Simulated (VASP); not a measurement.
A run of VASP 6.6.1:

Contents of INCAR:

```
SYSTEM = Zn
PREC = Accurate
ENCUT = 520
EDIFF = 1E-7
ISMEAR = -1
SIGMA = 0.1
LREAL = .False.
LASPH = .True.
NELM = 100
ALGO = Normal
ISIF = 2
LWAVE = .False.
LCHARG = .False.
GGA = B5
ALDAX = 1.0
AGGAX = 1.0
AGGAC = 1.0
ALDAC = 0.0
NBANDS = 12
```

File KPOINTS:

```
Automatic mesh
0
Gamma
  15 15 15
  0 0 0
```

POSCAR

```
Zn
1.0
    0.0000000000      2.1094740629      2.1094740629
    2.1094740629      0.0000000000      2.1094740629
    2.1094740629      2.1094740629      0.0000000000
Zn
1
Direct
    0.0000000000      0.0000000000      0.0000000000
```

Potentials or basis: VASP PAW PBE potentials, release 64 (Zn).

Command:

```bash
$ cat potpaw_PBE.64/Zn/POTCAR > POTCAR
$ mpirun -np 1 vasp_std > vasp.out
```

Hardware: 1 thread of Intel(R) Xeon(R) Platinum 8375C CPU @ 2.90GHz (Ice Lake) (shared host).

Estimate the wall time of this run.

Wall time 16 s on 1 thread of Intel(R) Xeon(R) Platinum 8375C CPU @ 2.90GHz (Ice Lake) (shared host), peak memory 0.15 GiB. Counts: scf iterations 12, k points 120.
